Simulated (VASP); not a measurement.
## From an Ansatz input to VASP: ZnS (zincblende)

Ansatz input

```yaml
crystal:
  lattice:
    - [0.0, 2.6940858296, 2.6940858296]
    - [2.6940858296, 0.0, 2.6940858296]
    - [2.6940858296, 2.6940858296, 0.0]
  atoms:
    - { symbol: Zn, position: [0.0, 0.0, 0.0] }
    - { symbol: S, position: [0.25, 0.25, 0.25] }
kpoints:
  mp_grid: { grid: [8, 8, 8] }
  band_path:
    path:
      - [0.0, 0.0, 0.0]
      - [0.5, 0.0, 0.5]
      - [0.5, 0.25, 0.75]
      - [0.375, 0.375, 0.75]
      - [0.5, 0.5, 0.5]
      - [0.625, 0.25, 0.625]
    npoints: 1
hamiltonian:
  xc: pbesol
scf:
  occupations: { method: fixed }
  n_extra_bands: 4
output:
  forces: true
  stress: true
  eigenvalues: true
```

Translate this input to VASP.



INCAR

```
LREAL = .FALSE.
ENCUT = 520
SIGMA = 0.01
IBRION = -1
PREC = Accurate
NELM = 120
LASPH = .TRUE.
ISIF = 2
NBANDS = 16
LCHARG = .FALSE.
LWAVE = .FALSE.
NSW = 0
ISMEAR = 0
EDIFF = 1E-7
GGA = PS
```

KPOINTS

```
KPOINTS created by Atomic Simulation Environment
0
Gamma
8 8 8
0 0 0
```

KPOINTS_OPT

```
special points
6
Reciprocal
0.0000000000 0.0000000000 0.0000000000 1
0.5000000000 0.0000000000 0.5000000000 1
0.5000000000 0.2500000000 0.7500000000 1
0.3750000000 0.3750000000 0.7500000000 1
0.5000000000 0.5000000000 0.5000000000 1
0.6250000000 0.2500000000 0.6250000000 1
```

POSCAR

```
Zn S
 1.0000000000000000
     0.0000000000000000    2.6940858295611427    2.6940858295611427
     2.6940858295611427    0.0000000000000000    2.6940858295611427
     2.6940858295611427    2.6940858295611427   -0.0000000000000000
 Zn  S
   1   1
Cartesian
  0.0000000000000000  0.0000000000000000 -0.0000000000000000
  1.3470429147805714  1.3470429147805714  1.3470429147805714
```

VASP ran with the recommended PBE PAW datasets (18 valence electrons in the cell). Other inputs would serve too.

```csv
,Ansatz,VASP
gap between bands v and c,2.01 eV,2.02 eV
least direct gap,2.01 eV,2.02 eV
pressure,-1.3 GPa,-1.1 GPa
```

The two codes use different PAW datasets and cutoffs. VASP's cell holds 18 valence electrons and Ansatz's 18. Ansatz's stress includes a Pulay correction; VASP's doesn't.
